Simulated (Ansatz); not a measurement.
Li2O: response to strain

Take Li$_{2}$O in the anti-fluorite structure (space group Fm-3m, No. 225) as the base.

```yaml
crystal:
  lattice:
    - [0.00000, 2.28637, 2.28637]
    - [2.28637, 0.00000, 2.28637]
    - [2.28637, 2.28637, 0.00000]
  atoms:
    - { symbol: O, position: [0.00000, 0.00000, 0.00000] }
    - { symbol: Li, position: [0.25000, 0.25000, 0.25000] }
    - { symbol: Li, position: [0.75000, 0.75000, 0.75000] }
```

Cartesian axes are those of the cell as printed.

Strains are applied to the cell and any free atomic positions relax; under biaxial strain the out-of-plane vector relaxes too.

All numbers come from r2SCAN in Ansatz (plane waves to 500 eV, PAW, without spin-orbit coupling).

Notes on the quantities. energy relative to the base: free energy F.

| change | gap character | space group | band gap | energy relative to the base | electron mass |
|---|---|---|---|---|---|
| base | indirect, Γ → X | Fm-3m (No. 225) | 5.77 eV | 0 meV/atom | 0.81 mₑ along k, 0.43 mₑ across (at X) |
| biaxial strain −1.02 %, plane normal [001], relaxed out of plane | indirect, Γ → X | I4/mmm (No. 139) | 5.78 eV | +1.2 meV/atom | 0.79 mₑ along k, 0.43 mₑ across (at X) |
| biaxial strain +1.98 %, plane normal [001], relaxed out of plane | indirect, Γ → M | I4/mmm (No. 139) | 5.60 eV | +4.4 meV/atom | 0.80 mₑ along k, 0.45 mₑ across (at X) |
| biaxial strain +3.14 %, plane normal [001], relaxed out of plane | indirect, Γ → M | I4/mmm (No. 139) | 5.52 eV | +11 meV/atom | 0.79 mₑ along k, 0.46 mₑ across (at X) |
| isotropic strain −1.39 % | indirect, Γ → X | Fm-3m (No. 225) | 5.86 eV | +3.9 meV/atom | 0.78 mₑ along k, 0.43 mₑ across (at X) |
| uniaxial strain ε_xx = +0.46 % | indirect, Γ → X | I4/mmm (No. 139) | 5.75 eV | +0.1 meV/atom | 0.81 mₑ along k, 0.44 mₑ across (at X) |
| uniaxial strain ε_yy = −2.20 % | indirect, Γ → M | I4/mmm (No. 139) | 5.72 eV | +2.7 meV/atom | 0.76 mₑ along k, 0.44 mₑ across (at X) |
| uniaxial strain ε_zz = +0.74 % | indirect, Γ → X | I4/mmm (No. 139) | 5.74 eV | +0.3 meV/atom | 0.81 mₑ along k, 0.44 mₑ across (at X) |
| tensor shear ε_yz = −2.16 % | indirect, Γ → X | Immm (No. 71) | 5.70 eV | +3.0 meV/atom | 0.81 mₑ along k, 0.43 mₑ across (at X) |
| tensor shear ε_xz = −0.65 % | indirect, Γ → X | Immm (No. 71) | 5.75 eV | +0.3 meV/atom | 0.81 mₑ along k, 0.43 mₑ across (at X) |

Masses are band curvatures over ±0.01 Å⁻¹ around the edge. Along k means along the line from Γ to the band edge. No phonon test of stability was made. Labels are those of the standard path for the cell's own space group.

Ansatz is a quantum-chemistry and plane-wave program.
